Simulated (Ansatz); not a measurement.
Theory: Ansatz 0.2.0, DFT PBE, scalar-relativistic, plane waves, PAW. All cells share a 420 eV cutoff and Γ-centred k meshes spaced at most about 0.3 Å⁻¹ (about 0.25 or finer for metals, 2π included). No spin polarisation.

All energies are static (0 K, no zero-point motion).

Two relaxed structures of CoSi₂:

A.

```cif
data_structure
_symmetry_space_group_name_H-M 'Fm-3m'
_symmetry_Int_Tables_number 225
_cell_length_a 5.3596
_cell_length_b 5.3596
_cell_length_c 5.3596
_cell_angle_alpha 90.000
_cell_angle_beta 90.000
_cell_angle_gamma 90.000
_cell_volume 153.95
loop_
_atom_site_label
_atom_site_type_symbol
_atom_site_symmetry_multiplicity
_atom_site_Wyckoff_symbol
_atom_site_fract_x
_atom_site_fract_y
_atom_site_fract_z
_atom_site_occupancy
Co1 Co 4 a 0.00000 0.00000 0.00000 1
Si1 Si 8 c 0.25000 0.25000 0.75000 1
```

B.

```cif
data_structure
_symmetry_space_group_name_H-M 'P4/mmm'
_symmetry_Int_Tables_number 123
_cell_length_a 3.8487
_cell_length_b 3.8487
_cell_length_c 2.6403
_cell_angle_alpha 90.000
_cell_angle_beta 90.000
_cell_angle_gamma 90.000
_cell_volume 39.11
loop_
_atom_site_label
_atom_site_type_symbol
_atom_site_symmetry_multiplicity
_atom_site_Wyckoff_symbol
_atom_site_fract_x
_atom_site_fract_y
_atom_site_fract_z
_atom_site_occupancy
Co1 Co 1 c 0.50000 0.50000 0.00000 1
Si1 Si 2 e 0.00000 0.50000 0.50000 1
```

Question: Which would you expect to be lower, and how large is the difference?

Answer: A is lower, by 0.35 eV/atom. A has the fluorite type, space group Fm-3m (No. 225), 12.8 Å³/atom and no gap on its mesh; B has space group P4/mmm (No. 123), 13.0 Å³/atom and no gap. Counting Si atoms around Co (those within 1.25 times the shortest such distance or 1.15 times the sum of covalent radii), A and B both have Co 8. Origin: A, reached from a cell as deposited in COD, among other starts; B, invented. Checks on A: no imaginary mode on a 2×2×2 q mesh.

A magnetic state wasn't ruled out in cells without spin, among them Fm-3m. Cells relaxed within their symmetry can be saddle points.
